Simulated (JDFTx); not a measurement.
# GaN (F-43m) in JDFTx: notebook, part 2 of 2

JDFTx 1.7.0 (patched build).

**5. Band structure, PBEsol**

bands.in

```
include GaN.lattice
coords-type Lattice
include GaN.ionpos

ion-species pseudo/Ga.upf
ion-species pseudo/N.upf
elec-cutoff 42 336
elec-ex-corr gga-PBEsol
elec-smearing Fermi 0.0018374661
elec-n-bands 15
electronic-minimize nIterations 30 energyDiffThreshold 1e-06
davidson-band-ratio 1.3
forces-output-coords Cartesian
include path.kpoints
symmetries none
fix-electron-density run.$VAR

dump-name bands.$VAR
dump End Ecomponents EigStats BandEigs Kpoints Forces
```

GaN.lattice

```
lattice \
    0.0000000000     4.2584989699     4.2584989699 \
    4.2584989699     0.0000000000     4.2584989699 \
    4.2584989699     4.2584989699     0.0000000000
```

GaN.ionpos

```
ion Ga     0.0000000000     0.0000000000     0.0000000000 1
ion N      0.2500000000     0.2500000000     0.2500000000 1
```

path.kpoints

```
kpoint +0.0000000000 +0.0000000000 +0.0000000000 0.020000000000
kpoint +0.0714285714 +0.0000000000 +0.0714285714 0.020000000000
kpoint +0.1428571429 +0.0000000000 +0.1428571429 0.020000000000
kpoint +0.2142857143 +0.0000000000 +0.2142857143 0.020000000000
kpoint +0.2857142857 +0.0000000000 +0.2857142857 0.020000000000
kpoint +0.3571428571 +0.0000000000 +0.3571428571 0.020000000000
kpoint +0.4285714286 +0.0000000000 +0.4285714286 0.020000000000
kpoint +0.5000000000 +0.0000000000 +0.5000000000 0.020000000000
kpoint +0.5000000000 +0.0833333333 +0.5833333333 0.020000000000
kpoint +0.5000000000 +0.1666666667 +0.6666666667 0.020000000000
kpoint +0.5000000000 +0.2500000000 +0.7500000000 0.020000000000
kpoint +0.4375000000 +0.3125000000 +0.7500000000 0.020000000000
kpoint +0.3750000000 +0.3750000000 +0.7500000000 0.020000000000
kpoint +0.3281250000 +0.3281250000 +0.6562500000 0.020000000000
kpoint +0.2812500000 +0.2812500000 +0.5625000000 0.020000000000
kpoint +0.2343750000 +0.2343750000 +0.4687500000 0.020000000000
kpoint +0.1875000000 +0.1875000000 +0.3750000000 0.020000000000
kpoint +0.1406250000 +0.1406250000 +0.2812500000 0.020000000000
kpoint +0.0937500000 +0.0937500000 +0.1875000000 0.020000000000
kpoint +0.0468750000 +0.0468750000 +0.0937500000 0.020000000000
kpoint +0.0000000000 +0.0000000000 +0.0000000000 0.020000000000
kpoint +0.0833333333 +0.0833333333 +0.0833333333 0.020000000000
kpoint +0.1666666667 +0.1666666667 +0.1666666667 0.020000000000
kpoint +0.2500000000 +0.2500000000 +0.2500000000 0.020000000000
kpoint +0.3333333333 +0.3333333333 +0.3333333333 0.020000000000
kpoint +0.4166666667 +0.4166666667 +0.4166666667 0.020000000000
kpoint +0.5000000000 +0.5000000000 +0.5000000000 0.020000000000
kpoint +0.5250000000 +0.4500000000 +0.5250000000 0.020000000000
kpoint +0.5500000000 +0.4000000000 +0.5500000000 0.020000000000
kpoint +0.5750000000 +0.3500000000 +0.5750000000 0.020000000000
kpoint +0.6000000000 +0.3000000000 +0.6000000000 0.020000000000
kpoint +0.6250000000 +0.2500000000 +0.6250000000 0.020000000000
kpoint +0.5625000000 +0.2500000000 +0.6875000000 0.020000000000
kpoint +0.5000000000 +0.2500000000 +0.7500000000 0.020000000000
kpoint +0.5000000000 +0.2916666667 +0.7083333333 0.020000000000
kpoint +0.5000000000 +0.3333333333 +0.6666666667 0.020000000000
kpoint +0.5000000000 +0.3750000000 +0.6250000000 0.020000000000
kpoint +0.5000000000 +0.4166666667 +0.5833333333 0.020000000000
kpoint +0.5000000000 +0.4583333333 +0.5416666667 0.020000000000
kpoint +0.5000000000 +0.5000000000 +0.5000000000 0.020000000000
kpoint +0.4791666667 +0.4791666667 +0.5416666667 0.020000000000
kpoint +0.4583333333 +0.4583333333 +0.5833333333 0.020000000000
kpoint +0.4375000000 +0.4375000000 +0.6250000000 0.020000000000
kpoint +0.4166666667 +0.4166666667 +0.6666666667 0.020000000000
kpoint +0.3958333333 +0.3958333333 +0.7083333333 0.020000000000
kpoint +0.3750000000 +0.3750000000 +0.7500000000 0.020000000000
kpoint +0.6250000000 +0.2500000000 +0.6250000000 0.020000000000
kpoint +0.5833333333 +0.1666666667 +0.5833333333 0.020000000000
kpoint +0.5416666667 +0.0833333333 +0.5416666667 0.020000000000
kpoint +0.5000000000 +0.0000000000 +0.5000000000 0.020000000000
```

Potentials or basis: PseudoDojo-SR-PBEsol-0.4.1-standard.

On the command line:

```console
> jdftx -c 1 -i bands.in -o bands.out
```

What it wrote:

```text
*************** JDFTx 1.7.0 (patched build) ***************

Input parsed successfully to the following command list (including defaults):
[... the input with its defaults ...]

---------- Initializing the Grid ----------
R =
[            0       4.2585       4.2585  ]
[       4.2585            0       4.2585  ]
[       4.2585       4.2585            0  ]
unit cell volume = 154.454
G =
[  -0.737723   0.737723   0.737723  ]
[   0.737723  -0.737723   0.737723  ]
[   0.737723   0.737723  -0.737723  ]
Minimum fftbox size, Smin = [  52  52  52  ]
Chosen fftbox size, S = [  54  54  54  ]

---------- Initializing tighter grid for wavefunction operations ----------
R =
[            0       4.2585       4.2585  ]
[       4.2585            0       4.2585  ]
[       4.2585       4.2585            0  ]
unit cell volume = 154.454
G =
[  -0.737723   0.737723   0.737723  ]
[   0.737723  -0.737723   0.737723  ]
[   0.737723   0.737723  -0.737723  ]
Minimum fftbox size, Smin = [  36  36  36  ]
Chosen fftbox size, S = [  36  36  36  ]

---------- Exchange Correlation functional ----------
Initalized PBEsol GGA exchange.
Initalized PBEsol GGA correlation.

---------- Setting up pseudopotentials ----------
Width of ionic core gaussian charges (only for fluid interactions / plotting) set to 0

Reading pseudopotential file 'pseudo/Ga.upf':
  'Ga' pseudopotential, 'PBESOL' functional
  Generated using ONCVPSP code by D. R. Hamann
  13 valence electrons, 3 orbitals, 6 projectors, 1001 radial grid points, with lMax = 2
    3D    l: 2   occupation: 10.0   eigenvalue: -0.704192
    4S    l: 0   occupation:  2.0   eigenvalue: -0.329374
    4P    l: 1   occupation:  1.0   eigenvalue: -0.094479
  Core radius for overlap checks: 1.84 bohrs.

Reading pseudopotential file 'pseudo/N.upf':
  'N' pseudopotential, 'PBESOL' functional
  Generated using ONCVPSP code by D. R. Hamann
  5 valence electrons, 2 orbitals, 4 projectors, 1001 radial grid points, with lMax = 1
    2S    l: 0   occupation:  2.0   eigenvalue: -0.678237
    2P    l: 1   occupation:  3.0   eigenvalue: -0.258576
  Core radius for overlap checks: 1.31 bohrs.

Initialized 2 species with 2 total atoms.

Folded 50 k-points by 1x1x1 to 50 k-points.

---------- Setting up k-points, bands, fillings ----------
No reducable k-points.
Computing the number of bands and number of electrons
Calculating initial fillings.
nElectrons:  18.000000   nBands: 15   nStates: 50

----- Setting up reduced wavefunction bases (one per k-point) -----
average nbasis = 2010.080 , ideal nbasis = 2008.018

---------- Setting up ewald sum ----------
Optimum gaussian width for ewald sums = 1.934137 bohr.
Real space sum over 1331 unit cells with max indices [  5  5  5  ]
Reciprocal space sum over 2197 terms with max indices [  6  6  6  ]

---------- Allocating electronic variables ----------
Reading n from file 'run.n' ... done
Initializing wave functions:  linear combination of atomic orbitals
Note: number of bands (15) exceeds available atomic orbitals (13)

----------- Band structure minimization -------------
Minimization will be done independently for each quantum number.

---- Minimization of quantum number:     0  [ +0.0000000 +0.0000000 +0.0000000 ]  0.040000000 ----
BandDavidson: Iter:   0  Eband: +0.235566578387422
BandDavidson: Iter:   1  Eband: +0.215421349346528  dEband: -2.014523e-02
BandDavidson: Iter:   2  Eband: +0.210527834366379  dEband: -4.893515e-03
BandDavidson: Iter:   3  Eband: +0.209489013360991  dEband: -1.038821e-03
[... 663 lines of inner loops ...]
BandDavidson: Iter:   7  Eband: +0.200678790831413  dEband: -1.260138e-06
BandDavidson: Iter:   8  Eband: +0.200678348669864  dEband: -4.421615e-07
BandDavidson: Converged (dEband<1.000000e-06)
	FillingsUpdate:  mu: +0.416752719  nElectrons: 18.000000

Dumping 'bands.eigStats' ...
	eMin: -0.200271 at state 20 ( [ +0.000000 +0.000000 +0.000000 ] spin 0 )
	HOMO: +0.384235 at state 20 ( [ +0.000000 +0.000000 +0.000000 ] spin 0 )
	mu  : +0.416753
	LUMO: +0.446896 at state 20 ( [ +0.000000 +0.000000 +0.000000 ] spin 0 )
	eMax: +1.200236 at state 47 ( [ -0.416667 +0.166667 -0.416667 ] spin 0 )
	HOMO-LUMO gap: +0.062661
	Optical gap  : +0.062661 at state 20 ( [ +0.000000 +0.000000 +0.000000 ] spin 0 )
Done!
[note: mu, HOMO and LUMO in a band run belong to the points of the path alone and aren't those of the crystal]
```

Run time: 17 s. Hardware: 1 thread of Arm Neoverse V1, shared host; peak memory 0.11 GiB.

Results:

| Quantity | Value |
| --- | --- |
| Band gap along the path | 1.71 eV, direct |

Levels at the corners of the path, in eV from the valence-band top:
```
point  band 6  band 7  band 8  band 9  band 10  band 11
    Γ  -13.23    0.00    0.00    0.00     1.71    10.25
    X  -11.46   -6.17   -2.72   -2.72     3.25     6.58
    W  -11.18   -5.73   -3.74   -3.68     6.13     8.37
    K  -11.30   -5.91   -4.31   -2.19     4.90     7.82
    Γ  -13.23    0.00    0.00    0.00     1.71    10.25
    L  -11.92   -7.10   -0.97   -0.97     4.59     8.64
    U  -11.30   -5.91   -4.31   -2.19     4.90     7.82
    W  -11.18   -5.73   -3.74   -3.68     6.13     8.37
    L  -11.92   -7.10   -0.97   -0.97     4.59     8.64
    K  -11.30   -5.91   -4.31   -2.19     4.90     7.82
    U  -11.30   -5.91   -4.31   -2.19     4.90     7.82
    X  -11.46   -6.17   -2.72   -2.72     3.25     6.58
```

**6. Comparison with measurements**

Step 2. Against the measured gap of GaN, 3.299 eV (direct; 0 K; a printed reference work, textbook), the calculated 1.75 eV is off by -1.54 eV. The value is that of PBE, without temperature or zero-point motion. Semilocal functionals fall short of measured gaps as a rule. The cell is a database's relaxed one, not the measured one, which moves gaps too.

Step 3. Measured gap of GaN: 3.299 eV (direct; 0 K; a printed reference work, textbook). This calculation gives 1.77 eV (-1.53 eV). Spin-orbit coupling on Ga is left out. The value is that of LDA, without temperature or zero-point motion. Semilocal functionals fall short of measured gaps as a rule. The cell is a database's relaxed one, not the measured one, which moves gaps too.

Step 4. Against the measured gap of GaN, 3.299 eV (direct; 0 K; a printed reference work, textbook), the calculated 1.76 eV is off by -1.54 eV. Spin-orbit coupling on Ga is left out. The value is that of PBE, without temperature or zero-point motion. Semilocal functionals fall short of measured gaps as a rule. The cell is a database's relaxed one, not the measured one, which moves gaps too.

Step 5. Against the measured gap of GaN, 3.299 eV (direct; 0 K; a printed reference work, textbook), the calculated 1.71 eV is off by -1.59 eV. Spin-orbit coupling on Ga is left out. The value is that of PBEsol, without temperature or zero-point motion. Semilocal functionals fall short of measured gaps as a rule. The cell is a database's relaxed one, not the measured one, which moves gaps too.
